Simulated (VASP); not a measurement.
Set up this calculation in VASP 6.6.1, as the native input.

* Task: relaxation of cell and atoms
* Functional: PBEsol
* Potentials or basis: VASP PAW PBE potentials, release 64 (Zn, S)
* Cutoff: 600 eV
* k mesh: 10 × 10 × 10
* Occupations: gaussian, width 0.03 eV
* Spin: no spin polarisation
* Further INCAR settings: ALGO = Normal; EDIFF = 1e-06; IBRION = 2; EDIFFG = -0.01; NSW = 90; ISIF = 3

The structure of ZnS lies in POSCAR:

```
ZnS
1.0
    0.0000000000      2.7020000000      2.7020000000
    2.7020000000      0.0000000000      2.7020000000
    2.7020000000      2.7020000000      0.0000000000
Zn S
1 1
Direct
    0.2500000000      0.2500000000      0.2500000000
    0.0000000000      0.0000000000      0.0000000000
```

The input as run:

INCAR

```
ALGO     = Normal         # electronic algorithm
EDIFF    = 1E-6           # SCF threshold, eV
EDIFFG   = -0.01          # ionic threshold
ENCUT    = 600            # plane-wave cutoff, eV
GGA      = PS             # functional
IBRION   = 2              # ionic algorithm
ISIF     = 3              # what is computed and relaxed
ISMEAR   = 0              # smearing method
LASPH    = True           # aspherical terms in the spheres
LCHARG   = False          # write CHGCAR
LREAL    = False          # projectors in reciprocal space
LWAVE    = False          # write WAVECAR
NELM     = 80             # most SCF steps
NSW      = 90             # ionic steps
PREC     = Accurate       # precision mode
SIGMA    = 0.03           # smearing width, eV
```

KPOINTS

```
k-points
0
Gamma
  10 10 10
```

Potentials or basis: VASP PAW PBE potentials, release 64 (Zn, S).

The run is started by

```bash
$ cat potpaw_PBE.64/Zn/POTCAR potpaw_PBE.64/S/POTCAR > POTCAR
$ mpirun -np 1 vasp_std > vasp.out
```

It gave:

```
Relaxed volume                         : 19.26 Å³/atom
Relaxed cell                           : a = 3.791 Å, b = 3.791 Å, c = 3.791 Å, α = 60.00°, β = 60.00°, γ = 60.00°
Space group after relaxing (to 0.05 Å) : F-43m (No. 216)
Energy gained by relaxing              : 2.7 meV/atom
Ionic steps                            : 3
Pressure after relaxing                : 0.0 GPa
Band gap on the k mesh                 : 2.08 eV, direct
```

Caveat: the PAW data sets were made with another functional, which shifts forces and pressure a little.

Wall time 36 s on 1 thread of Intel(R) Xeon(R) Platinum 8559C (Emerald Rapids), on a shared host, peak memory 0.19 GiB.
